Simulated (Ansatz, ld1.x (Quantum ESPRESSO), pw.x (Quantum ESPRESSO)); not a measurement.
pw.x on bcc Si: one setting changed

Potential: norm-conserving RRKJ (Kleinman–Bylander form), ld1.x (Quantum ESPRESSO) 7.5, PBEsol; core [Ne], reference 3s2 3p2; waves: 3p (bound): rc 1.55 bohr; 3d channel at 0.15 Ry: rc 1.40 bohr; 3s (bound): rc 1.35 bohr; local part: the s channel; core correction: none.

The reference run (k-mesh 15³, cutoffs 100/400 Ry, Fermi–Dirac 0.01 Ry, mixing_beta 0.4, conv_thr 1e-9, no spin) gives -0.12 GPa at 14.254 Å³/atom, where all-electron LAPW gives 0.14 GPa. This run, with its own iteration cap, changes mixing_mode to local-TF.

```
&control
  calculation='scf', prefix='x', pseudo_dir='./', outdir='./tmp', tstress=.true., disk_io='none'
/
&system
  ibrav=0, nat=1, ntyp=1, ecutwfc=100, ecutrho=400, nbnd=9,
  occupations='smearing', smearing='fd', degauss=0.01
/
&electrons
  conv_thr=1e-09, mixing_beta=0.4, electron_maxstep=50, mixing_mode='local-TF'
/
ATOMIC_SPECIES
Si 1.0 Si.UPF
CELL_PARAMETERS angstrom
  -1.52742158 1.52742158 1.52742158
  1.52742158 -1.52742158 1.52742158
  1.52742158 1.52742158 -1.52742158
ATOMIC_POSITIONS crystal
Si 0.0000 0.0000 0.0000
K_POINTS automatic
15 15 15 0 0 0
```

```bash
pw.x < Si.scf.in > Si.scf.out
```

**Question.** How does the run end?

**Answer.** It converges in 7 iterations; the free energy moves by +0.0 meV/atom and the pressure by +0.00 GPa. The result is that of the reference run.

```
Message from routine setup:
     using ibrav=0 with symmetry is DISCOURAGED, use correct ibrav instead
     lattice parameter (alat)  =       4.9994  a.u.
     unit-cell volume          =      96.1908 (a.u.)^3
     number of electrons       =         4.00
     number of Kohn-Sham states=            9
     kinetic-energy cutoff     =     100.0000  Ry
     charge density cutoff     =     400.0000  Ry
     scf convergence threshold =      1.0E-09
     Exchange-correlation= PBESOL
     number of k points=   120  Fermi-Dirac smearing, width (Ry)=  0.0100
     iteration #  1     ecut=   100.00 Ry     beta= 0.40
     total energy              =      -7.86671489 Ry
     estimated scf accuracy    <       0.00376936 Ry
     iteration #  2     ecut=   100.00 Ry     beta= 0.40
     total energy              =      -7.86610852 Ry
     estimated scf accuracy    <       0.00185951 Ry
     iteration #  3     ecut=   100.00 Ry     beta= 0.40
     total energy              =      -7.86618245 Ry
     estimated scf accuracy    <       0.00000241 Ry
     iteration #  4     ecut=   100.00 Ry     beta= 0.40
     total energy              =      -7.86618391 Ry
     estimated scf accuracy    <       0.00000213 Ry
     iteration #  5     ecut=   100.00 Ry     beta= 0.40
     total energy              =      -7.86618401 Ry
     estimated scf accuracy    <       0.00000004 Ry
     iteration #  6     ecut=   100.00 Ry     beta= 0.40
     total energy              =      -7.86618400 Ry
     estimated scf accuracy    <       0.00000002 Ry
     iteration #  7     ecut=   100.00 Ry     beta= 0.40
     the Fermi energy is    10.7311 ev
!    total energy              =      -7.86618400 Ry
     estimated scf accuracy    <          1.3E-10 Ry
     smearing contrib. (-TS)   =      -0.00183564 Ry
     The total energy is F=E-TS. E is the sum of the following terms:
     one-electron contribution =       4.64196221 Ry
     hartree contribution      =       0.02560833 Ry
     xc contribution           =      -2.44538128 Ry
     ewald contribution        =     -10.08653764 Ry
     convergence has been achieved in   7 iterations
          total   stress  (Ry/bohr**3)                   (kbar)     P=       -1.27
     Message from routine punch:
     Nothing written, as per user request (disk_io='none')
```

The run took about 13 s on one core of a shared host (Neoverse-V1, 32 threads, 247 GiB, load 29).
